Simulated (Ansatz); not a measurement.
Crystal: BaTiO3.

```
Ba Ti O
1.0
     2.82737    1.63238    2.31839
    -2.82737    1.63238    2.31839
     0.00000   -3.26476    2.31839
Ba Ti O
1 1 3
Direct
  0.00000 0.00000 0.00000
  0.48450 0.48450 0.48450
  0.50860 0.01750 0.50860
  0.01750 0.50860 0.50860
  0.50860 0.50860 0.01750
```

Base run:

| Item | Value |
| --- | --- |
| Program | Ansatz 0.2.0 |
| Functional | r2SCAN |
| Potentials or basis | Ansatz PAW |
| Cutoff | 500 eV (not typed: the program's choice for these potentials) |
| k mesh | 7 × 7 × 7 |
| Occupations | fermi-dirac, width 0.05 eV |
| Spin | no spin polarisation |

Its results: band gap on the k mesh 2.86 eV, indirect (least direct gap 3.17 eV); pressure 1.9 GPa; largest force 0.133 eV/Å.

Question: The run is repeated on the same cell with these changes: functional from r2SCAN to BLYP; cutoff from 500 eV (not typed: the program's choice for these potentials) to 420 eV (not typed: the program's choice for these potentials). What comes out?

Answer: Band gap on the k mesh 2.52 eV, indirect (least direct gap 2.81 eV); pressure 10.6 GPa; largest force 0.229 eV/Å.

r2SCAN gives the wider gap, since meta-GGAs in the generalised Kohn-Sham scheme recover part of the derivative discontinuity.

Caveats: odd divisions of the mesh miss points on the zone boundary, where band edges often lie, so the gap on the mesh can be too wide; spin-orbit coupling is left out, which moves the levels of the heavy elements; the PAW data sets come from PBE, with cores solved anew for the run's functional, which leaves a small shift of forces and pressure.

A k mesh can miss the band edges.
